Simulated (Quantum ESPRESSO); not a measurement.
# Zr (P6_3/mmc) in Quantum ESPRESSO: notebook

One crystal, Zr, is run at these levels: PBE; tasks: phonon dispersion, Wannier functions.

Program: Quantum ESPRESSO 7.5. These are calculated values, not measurements. Logs are shortened: lines on timing, memory, paths and dates and some standing lists are left out, and cuts for length are marked.

## (1) The structure

It takes space group P6_3/mmc (No. 194, hexagonal). Conventional cell: a = 3.232 Å, b = 3.232 Å, c = 5.147 Å, α = 90.00°, β = 90.00°, γ = 120.00°. Zr (site symmetry -6m2) is surrounded by 12 Zr at 3.18 to 3.23 Å.

## (2) Phonon dispersion, PBE

Contents of pw.in:

```
&CONTROL
  calculation = 'scf'
  prefix = 'pwscf'
  outdir = './tmp'
  pseudo_dir = './pseudo'
  tprnfor = .true.
  tstress = .true.
  disk_io = 'low'
/
&SYSTEM
  ibrav = 0
  nat = 2
  ntyp = 1
  ecutwfc = 45
  ecutrho = 360
  nbnd = 19
  occupations = 'smearing'
  smearing = 'mv'
  degauss = 0.01999163
/
&ELECTRONS
  conv_thr = 4d-10
  electron_maxstep = 120
  mixing_beta = 0.5
/
ATOMIC_SPECIES
Zr    91.2240 zr_pbe_v1.uspp.F.UPF
CELL_PARAMETERS angstrom
   3.2320000000    0.0000000000    0.0000000000
  -1.6160000000    2.7989941050    0.0000000000
   0.0000000000    0.0000000000    5.1470000000
ATOMIC_POSITIONS crystal
Zr     0.6666666667    0.3333333333    0.7500000000
Zr     0.3333333333    0.6666666667    0.2500000000
K_POINTS automatic
6 6 4 0 0 0
```

Contents of relax.in:

```
&CONTROL
  calculation = 'vc-relax'
  prefix = 'pwscf'
  outdir = './tmp'
  pseudo_dir = './pseudo'
  tprnfor = .true.
  tstress = .true.
  disk_io = 'low'
  nstep = 40
  forc_conv_thr = 0.0001
  etot_conv_thr = 1d-06
/
&SYSTEM
  ibrav = 0
  nat = 2
  ntyp = 1
  ecutwfc = 45
  ecutrho = 360
  nbnd = 19
  occupations = 'smearing'
  smearing = 'mv'
  degauss = 0.01999163
/
&ELECTRONS
  conv_thr = 4d-10
  electron_maxstep = 120
  mixing_beta = 0.5
/
&IONS
  ion_dynamics = 'bfgs'
/
&CELL
  cell_dynamics = 'bfgs'
  press = 0
  press_conv_thr = 0.2
/
ATOMIC_SPECIES
Zr    91.2240 zr_pbe_v1.uspp.F.UPF
CELL_PARAMETERS angstrom
   3.2320000000    0.0000000000    0.0000000000
  -1.6160000000    2.7989941050    0.0000000000
   0.0000000000    0.0000000000    5.1470000000
ATOMIC_POSITIONS crystal
Zr     0.6666666667    0.3333333333    0.7500000000
Zr     0.3333333333    0.6666666667    0.2500000000
K_POINTS automatic
6 6 4 0 0 0
```

Contents of scf2.in:

```
&CONTROL
  calculation = 'scf'
  prefix = 'pwscf'
  outdir = './tmp'
  pseudo_dir = './pseudo'
  tprnfor = .true.
  tstress = .true.
  disk_io = 'low'
/
&SYSTEM
  ibrav = 0
  nat = 2
  ntyp = 1
  ecutwfc = 45
  ecutrho = 360
  nbnd = 19
  occupations = 'smearing'
  smearing = 'mv'
  degauss = 0.01999163
/
&ELECTRONS
  conv_thr = 1d-13
  electron_maxstep = 120
  mixing_beta = 0.5
  startingpot = 'file'
  startingwfc = 'file'
/
ATOMIC_SPECIES
Zr    91.2240 zr_pbe_v1.uspp.F.UPF
CELL_PARAMETERS angstrom
   3.2212736712    0.0000000000    0.0000000000
  -1.6106368356    2.7897048318    0.0000000000
   0.0000000000    0.0000000000    5.1925016677
ATOMIC_POSITIONS crystal
Zr     0.6666666667    0.3333333333    0.7500000000
Zr     0.3333333333    0.6666666667    0.2500000000
K_POINTS automatic
6 6 4 0 0 0
```

Contents of ph.in:

```
phonon_bands of Zr
&INPUTPH
  prefix = 'pwscf'
  outdir = './tmp'
  tr2_ph = 1d-16
  fildyn = 'dyn'
  niter_ph = 60
  alpha_mix(1) = 0.4
  ldisp = .true.
  nq1 = 2
  nq2 = 2
  nq3 = 2
/
```

Contents of q2r.in:

```
&INPUT
  fildyn = 'dyn'
  zasr = 'crystal'
  flfrc = 'fc'
/
```

Contents of matdyn.in:

```
&INPUT
  asr = 'crystal'
  flfrc = 'fc'
  flfrq = 'freq'
  q_in_cryst_coord = .true.
  flvec = ' '
/
80
 0.0000000000  0.0000000000  0.0000000000
 0.0500000000  0.0000000000  0.0000000000
 0.1000000000  0.0000000000  0.0000000000
 0.1500000000  0.0000000000  0.0000000000
 0.2000000000  0.0000000000  0.0000000000
 0.2500000000  0.0000000000  0.0000000000
 0.3000000000  0.0000000000  0.0000000000
 0.3500000000  0.0000000000  0.0000000000
 0.4000000000  0.0000000000  0.0000000000
 0.4500000000  0.0000000000  0.0000000000
 0.5000000000  0.0000000000  0.0000000000
 0.4722222222  0.0555555556  0.0000000000
 0.4444444444  0.1111111111  0.0000000000
 0.4166666667  0.1666666667  0.0000000000
 0.3888888889  0.2222222222  0.0000000000
 0.3611111111  0.2777777778  0.0000000000
 0.3333333333  0.3333333333  0.0000000000
 0.3055555556  0.3055555556  0.0000000000
 0.2777777778  0.2777777778  0.0000000000
 0.2500000000  0.2500000000  0.0000000000
 0.2222222222  0.2222222222  0.0000000000
 0.1944444444  0.1944444444  0.0000000000
 0.1666666667  0.1666666667  0.0000000000
 0.1388888889  0.1388888889  0.0000000000
 0.1111111111  0.1111111111  0.0000000000
 0.0833333333  0.0833333333  0.0000000000
 0.0555555556  0.0555555556  0.0000000000
 0.0277777778  0.0277777778  0.0000000000
 0.0000000000  0.0000000000  0.0000000000
 0.0000000000  0.0000000000  0.1000000000
 0.0000000000  0.0000000000  0.2000000000
 0.0000000000  0.0000000000  0.3000000000
 0.0000000000  0.0000000000  0.4000000000
 0.0000000000  0.0000000000  0.5000000000
 0.0454545455  0.0000000000  0.5000000000
 0.0909090909  0.0000000000  0.5000000000
 0.1363636364  0.0000000000  0.5000000000
 0.1818181818  0.0000000000  0.5000000000
 0.2272727273  0.0000000000  0.5000000000
 0.2727272727  0.0000000000  0.5000000000
 0.3181818182  0.0000000000  0.5000000000
 0.3636363636  0.0000000000  0.5000000000
 0.4090909091  0.0000000000  0.5000000000
 0.4545454545  0.0000000000  0.5000000000
 0.5000000000  0.0000000000  0.5000000000
 0.4722222222  0.0555555556  0.5000000000
 0.4444444444  0.1111111111  0.5000000000
 0.4166666667  0.1666666667  0.5000000000
 0.3888888889  0.2222222222  0.5000000000
 0.3611111111  0.2777777778  0.5000000000
 0.3333333333  0.3333333333  0.5000000000
 0.3111111111  0.3111111111  0.5000000000
 0.2888888889  0.2888888889  0.5000000000
 0.2666666667  0.2666666667  0.5000000000
 0.2444444444  0.2444444444  0.5000000000
 0.2222222222  0.2222222222  0.5000000000
 0.2000000000  0.2000000000  0.5000000000
 0.1777777778  0.1777777778  0.5000000000
 0.1555555556  0.1555555556  0.5000000000
 0.1333333333  0.1333333333  0.5000000000
 0.1111111111  0.1111111111  0.5000000000
 0.0888888889  0.0888888889  0.5000000000
 0.0666666667  0.0666666667  0.5000000000
 0.0444444444  0.0444444444  0.5000000000
 0.0222222222  0.0222222222  0.5000000000
 0.0000000000  0.0000000000  0.5000000000
 0.5000000000  0.0000000000  0.5000000000
 0.5000000000  0.0000000000  0.4166666667
 0.5000000000  0.0000000000  0.3333333333
 0.5000000000  0.0000000000  0.2500000000
 0.5000000000  0.0000000000  0.1666666667
 0.5000000000  0.0000000000  0.0833333333
 0.5000000000  0.0000000000  0.0000000000
 0.3333333333  0.3333333333  0.0000000000
 0.3333333333  0.3333333333  0.0833333333
 0.3333333333  0.3333333333  0.1666666667
 0.3333333333  0.3333333333  0.2500000000
 0.3333333333  0.3333333333  0.3333333333
 0.3333333333  0.3333333333  0.4166666667
 0.3333333333  0.3333333333  0.5000000000
```

Contents of matdyn_dos.in:

```
&INPUT
  asr = 'crystal'
  flfrc = 'fc'
  dos = .true.
  fldos = 'phdos'
  nk1 = 9
  nk2 = 9
  nk3 = 8
  deltaE = 1
  flvec = ' '
  flfrq = ' '
/
```

Potentials or basis: GBRV 1.5 PBE.

Launch:

```bash
$ OMP_NUM_THREADS=1 pw.x -in pw.in > pw.out
$ OMP_NUM_THREADS=1 pw.x -in relax.in > relax.out
$ OMP_NUM_THREADS=1 pw.x -in scf2.in > scf2.out
$ OMP_NUM_THREADS=1 ph.x -in ph.in > ph.out
$ OMP_NUM_THREADS=1 q2r.x -in q2r.in > q2r.out
$ OMP_NUM_THREADS=1 matdyn.x -in matdyn.in > matdyn.out
$ OMP_NUM_THREADS=1 matdyn.x -in matdyn_dos.in > matdyn_dos.out
```

pw.out:

```text
This program is part of the open-source Quantum ESPRESSO suite
     for quantum simulation of materials; please cite
[... 9 lines left out ...]
     --------------------
     sticks:   dense  smooth     PW     G-vecs:    dense   smooth      PW
     Sum         925     463    151                36347    12827    2225

     Using Slab Decomposition

     bravais-lattice index     =            0
     lattice parameter (alat)  =       6.1076  a.u.
     unit-cell volume          =     314.2130 (a.u.)^3
     number of atoms/cell      =            2
     number of atomic types    =            1
     number of electrons       =        24.00
     number of Kohn-Sham states=           19
     kinetic-energy cutoff     =      45.0000  Ry
     charge density cutoff     =     360.0000  Ry
     scf convergence threshold =      4.0E-10
     mixing beta               =       0.5000
     number of iterations used =            8  plain     mixing
     Exchange-correlation= SLA  PW   PBE  PBE
                           (   1   4   3   4   0   0   0)

     celldm(1)=   6.107595  celldm(2)=   0.000000  celldm(3)=   0.000000
     celldm(4)=   0.000000  celldm(5)=   0.000000  celldm(6)=   0.000000

     crystal axes: (cart. coord. in units of alat)
               a(1) = (   1.000000   0.000000   0.000000 )
               a(2) = (  -0.500000   0.866025   0.000000 )
               a(3) = (   0.000000   0.000000   1.592512 )

     reciprocal axes: (cart. coord. in units 2 pi/alat)
               b(1) = (  1.000000  0.577350 -0.000000 )
               b(2) = (  0.000000  1.154701  0.000000 )
               b(3) = (  0.000000 -0.000000  0.627939 )

     PseudoPot. # 1 for Zr read from file:
     zr_pbe_v1.uspp.F.UPF
     Pseudo is Ultrasoft + core correction, Zval = 12.0
     Generated by new atomic code, or converted to UPF format
     Using radial grid of  887 points,  6 beta functions with:
                l(1) =   0
                l(2) =   0
                l(3) =   1
                l(4) =   1
                l(5) =   2
                l(6) =   2
     Q(r) pseudized with  6 coefficients,  rinner =    1.200   1.200   1.200
                                                       1.200   1.200

     atomic species   valence    mass     pseudopotential
     Zr               12.00    91.22400     Zr( 1.00)

     24 Sym. Ops., with inversion, found (12 have fractional translation)

   Cartesian axes

     site n.     atom                  positions (alat units)
         1        Zr     tau(   1) = (   0.5000000   0.2886751   1.1943843  )
         2        Zr     tau(   2) = (  -0.0000000   0.5773503   0.3981281  )

     number of k points=    21  Marzari-Vanderbilt smearing, width (Ry)=  0.0200
                       cart. coord. in units 2pi/alat
        k(    1) = (   0.0000000   0.0000000   0.0000000), wk =   0.0138889
        k(    2) = (   0.0000000   0.0000000   0.1569847), wk =   0.0277778
        k(    3) = (   0.0000000   0.0000000  -0.3139693), wk =   0.0138889
        k(    4) = (   0.0000000   0.1924501   0.0000000), wk =   0.0833333
        k(    5) = (   0.0000000   0.1924501   0.1569847), wk =   0.1666667
        k(    6) = (   0.0000000   0.1924501  -0.3139693), wk =   0.0833333
[... 13 lines left out ...]
        k(   20) = (   0.3333333   0.5773503   0.1569847), wk =   0.0555556
        k(   21) = (   0.3333333   0.5773503  -0.3139693), wk =   0.0277778

     Dense  grid:    36347 G-vectors     FFT dimensions: (  40,  40,  60)

     Smooth grid:    12827 G-vectors     FFT dimensions: (  27,  27,  48)

     Initial potential from superposition of free atoms

     starting charge      23.9957, renormalised to      24.0000

     negative rho (up, down):  1.211E-01 0.000E+00
     Starting wfcs are   26 randomized atomic wfcs

     Self-consistent Calculation

     iteration #  1     ecut=    45.00 Ry     beta= 0.50
     Davidson diagonalization with overlap
     ethr =  1.00E-02,  avg # of iterations =  2.0

     Threshold (ethr) on eigenvalues was too large:
     Diagonalizing with lowered threshold

     Davidson diagonalization with overlap
     ethr =  1.26E-04,  avg # of iterations =  2.1

     negative rho (up, down):  1.221E-01 0.000E+00

     total energy              =    -198.30306130 Ry
     estimated scf accuracy    <       0.03526405 Ry

     iteration #  2     ecut=    45.00 Ry     beta= 0.50
     Davidson diagonalization with overlap
     ethr =  1.47E-04,  avg # of iterations =  2.0
[... 51 lines left out ...]
     iteration #  8     ecut=    45.00 Ry     beta= 0.50
     Davidson diagonalization with overlap
     ethr =  1.22E-11,  avg # of iterations =  2.0

     negative rho (up, down):  1.239E-01 0.000E+00

     End of self-consistent calculation

          k = 0.0000 0.0000 0.0000 (  1617 PWs)   bands (ev):

   -34.6706 -34.5158 -13.1987 -12.3330 -12.3330 -12.1920 -12.1915 -12.1915
     8.5089  11.1312  15.0241  15.0241  15.1777  15.3300  15.7174  15.7174
    16.3003  16.3003  18.5977

          k = 0.0000 0.0000 0.1570 (  1605 PWs)   bands (ev):

   -34.6482 -34.5388 -13.0596 -12.3487 -12.3125 -12.3125 -12.2124 -12.2124
     9.0149  11.0415  14.5794  14.8033  14.8532  14.8532  15.3833  15.3833
    16.9778  16.9778  18.6614
[... 37 lines left out ...]
          k = 0.0000 0.3849-0.3140 (  1596 PWs)   bands (ev):

   -34.5306 -34.5306 -12.9609 -12.9609 -12.4400 -12.4400 -12.3823 -12.3823
    11.3982  11.3982  13.2945  13.2945  14.9089  14.9089  16.2591  16.2591
    18.4101  18.4101  18.7349

          k = 0.0000-0.5774 0.0000 (  1594 PWs)   bands (ev):

   -34.5346 -34.4840 -13.0254 -12.8534 -12.7665 -12.5411 -12.4425 -12.2987
    11.5962  11.6539  12.0237  13.9436  14.6996  14.9457  15.6261  19.0546
    19.4590  19.4657  20.3167

          k = 0.0000-0.5774 0.1570 (  1584 PWs)   bands (ev):

   -34.5271 -34.4914 -13.1001 -12.9632 -12.6148 -12.5064 -12.4005 -12.3350
    11.1495  11.6892  13.0078  13.0289  15.1344  15.3049  15.8962  18.1533
    19.1672  19.4102  19.6518

          k = 0.0000-0.5774-0.3140 (  1596 PWs)   bands (ev):

   -34.5092 -34.5092 -13.0968 -13.0968 -12.4378 -12.4378 -12.4215 -12.4215
    11.2992  11.2992  13.1089  13.1089  15.7850  15.7850  16.3720  16.3720
    19.2877  19.2878  19.3833

          k = 0.1667 0.2887 0.0000 (  1607 PWs)   bands (ev):

   -34.5926 -34.4893 -12.9740 -12.6898 -12.6751 -12.4416 -12.3072 -12.3037
    10.4976  12.5541  13.0143  13.1547  14.7218  14.8474  15.6678  16.5630
    17.2013  17.9267  19.0809
[... 43 lines left out ...]
          k = 0.3333 0.5774-0.3140 (  1590 PWs)   bands (ev):

   -34.4986 -34.4986 -12.9687 -12.9687 -12.7360 -12.7360 -12.3516 -12.3516
    12.7248  12.7248  12.8882  12.8882  14.1252  14.1252  16.2022  16.2022
    18.5540  18.5540  22.1929

     the Fermi energy is    14.2033 ev

!    total energy              =    -198.30627698 Ry
     estimated scf accuracy    <          4.4E-11 Ry
     smearing contrib. (-TS)   =      -0.00228636 Ry
     internal energy E=F+TS    =    -198.30399062 Ry

     The total energy is F=E-TS. E is the sum of the following terms:
     one-electron contribution =     -35.83400867 Ry
     hartree contribution      =      27.21179993 Ry
     xc contribution           =     -35.54440129 Ry
     ewald contribution        =    -154.13738060 Ry

     convergence has been achieved in   8 iterations

     negative rho (up, down):  1.239E-01 0.000E+00

     Forces acting on atoms (cartesian axes, Ry/au):

     atom    1 type  1   force =     0.00000000    0.00000000    0.00000000
     atom    2 type  1   force =     0.00000000    0.00000000    0.00000000

     Total force =     0.000000     Total SCF correction =     0.000000

     Computing stress (Cartesian axis) and pressure

     negative rho (up, down):  1.239E-01 0.000E+00
          total   stress  (Ry/bohr**3)                   (kbar)     P=        2.09
  -0.00000221  -0.00000000   0.00000000           -0.33       -0.00        0.00
   0.00000000  -0.00000221  -0.00000000            0.00       -0.33       -0.00
   0.00000000   0.00000000   0.00004706            0.00        0.00        6.92

=------------------------------------------------------------------------------=
   JOB DONE.
=------------------------------------------------------------------------------=
```

It took 17 min on 1 thread of Arm Neoverse V1, shared host; peak memory 0.18 GiB.

Results:

```yaml
Free_energy: -2698.0953 eV
Relaxed_volume: 23.33 Å³/atom
Relaxed_cell: a = 3.221 Å, b = 3.221 Å, c = 5.193 Å, α = 90.00°, β = 90.00°, γ = 120.00°
Space_group_after_relaxing_to_0.05_Å: P6_3/mmc (No. 194)
Pressure_after_relaxing: 0.0 GPa
Band_gap_on_the_k_mesh: none (metal or under the smearing width)
Highest_phonon_frequency: 180 cm⁻¹
Zero-point_energy: 0.023 eV/atom
```

Step by step:
```csv
step,energy change (eV),largest force (eV/Å),pressure (GPa),volume (Å³)
1,0.0000,0.0000,0.21,46.56
2,-0.0002,0.0000,0.11,46.61
3,-0.0005,0.0000,0.00,46.66
4,-0.0007,0.0000,-0.10,46.72
5,-0.0009,0.0000,-0.15,46.74
6,-0.0009,0.0000,-0.10,46.71
7,-0.0009,0.0000,-0.02,46.67
8,-0.0009,0.0000,0.00,46.66
```

Final structure:
```
CELL_PARAMETERS angstrom
3.22127 0.00000 0.00000
-1.61064 2.78970 0.00000
0.00000 0.00000 5.19250
ATOMIC_POSITIONS crystal
Zr 0.66667 0.33333 0.75000
Zr 0.33333 0.66667 0.25000
```

Phonon frequencies in cm⁻¹ (negative: imaginary):
| q point | frequencies |
| --- | --- |
| (0.000, 0.000, 0.000) | 0 0 0 72 72 162 |
| (0.350, 0.000, 0.000) | 66 66 138 140 158 159 |
| (0.389, 0.222, 0.000) | 105 112 141 154 154 172 |
| (0.194, 0.194, 0.000) | 70 85 119 149 151 157 |
| (0.000, 0.000, 0.000) | 0 0 0 72 72 162 |
| (0.091, 0.000, 0.500) | 59 59 62 62 136 136 |
| (0.409, 0.000, 0.500) | 112 112 117 117 173 173 |
| (0.361, 0.278, 0.500) | 113 113 139 139 176 176 |
| (0.200, 0.200, 0.500) | 102 102 118 118 166 166 |
| (0.044, 0.044, 0.500) | 57 57 59 59 135 135 |
| (0.500, 0.000, 0.167) | 81 92 146 147 162 174 |
| (0.333, 0.333, 0.333) | 116 116 130 155 170 170 |

Phonon frequencies at the corners of the path (cm⁻¹, interpolated; i marks imaginary ones):
```tsv
point	frequencies
Γ	0 0 0 72 72 162
M	75 79 150 155 163 169
K	124 124 126 152 152 174
A	51 51 51 51 132 132
L	116 116 120 120 177 177
H	113 113 140 140 176 176
```

Phonon states per cell in windows of 10 cm⁻¹ (negative: imaginary):
```tsv
from (cm⁻¹)	total
0	0.00
10	0.01
20	0.02
30	0.05
40	0.08
50	0.14
60	0.20
70	0.31
80	0.42
90	0.47
100	0.55
110	0.55
120	0.47
130	0.54
140	0.47
150	0.52
160	0.71
170	0.50
```

Harmonic thermodynamics per atom at this volume (zero-point energy 22.7 meV, Debye temperature from the second moment 236 K):
| T (K) | free energy (meV) | entropy (k_B) | heat capacity Cv (k_B) |
| --- | --- | --- | --- |
| 50 | 21.9 | 0.60 | 1.25 |
| 100 | 16.6 | 1.86 | 2.31 |
| 200 | -7.8 | 3.66 | 2.80 |
| 298.15 | -43.9 | 4.80 | 2.91 |
| 500 | -141.8 | 6.32 | 2.97 |
| 800 | -324.7 | 7.72 | 2.99 |

Caveat: the k mesh is coarse (spacing up to 0.37 Å⁻¹), so the values aren't converged; the mesh is thin for the phonons of a metal; the q mesh is small, so phonon branches between its points and thermal values are rough.

(Part 1 of 2 ends here.)
